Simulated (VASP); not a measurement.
MgO, 4 atoms in the cell. It takes space group P6_3mc (No. 186, hexagonal). The conventional cell has a = 3.300 Å, b = 3.300 Å, c = 5.009 Å, α = 90.00°, β = 90.00°, γ = 120.00°. Around Mg (site symmetry 3m) lie 4 O at 1.97 to 1.99 Å. O (site symmetry 3m) is surrounded by 4 Mg at 1.97 to 1.99 Å. Measurements of this composition are mostly on another form, of space group No. 225.

```yaml
Program: VASP 6.6.1
Task: single point
Functional: PBEsol
Potentials_or_basis: VASP PAW PBE potentials, release 64 (Mg, O_h)
Cutoff: 900 eV
k_mesh: 9 × 9 × 6
Occupations: gaussian, width 0.02 eV
Spin: no spin polarisation
Further_INCAR_settings: ALGO = Fast; EDIFF = 1e-06
```

Potentials or basis: VASP PAW PBE potentials, release 64 (Mg, O_h).

Command:

```sh
$ cat potpaw_PBE.64/Mg/POTCAR potpaw_PBE.64/O_h/POTCAR > POTCAR
$ mpirun -np 1 vasp_std > vasp.out
```

Hardware: 1 thread of Intel(R) Xeon(R) Platinum 8488C (Sapphire Rapids) (shared host).

How long does it take, and how much memory?

It took 60 s on 1 thread of Intel(R) Xeon(R) Platinum 8488C (Sapphire Rapids), with other jobs on the host, peak memory 0.31 GiB. Counts: scf iterations 15, k points 100.
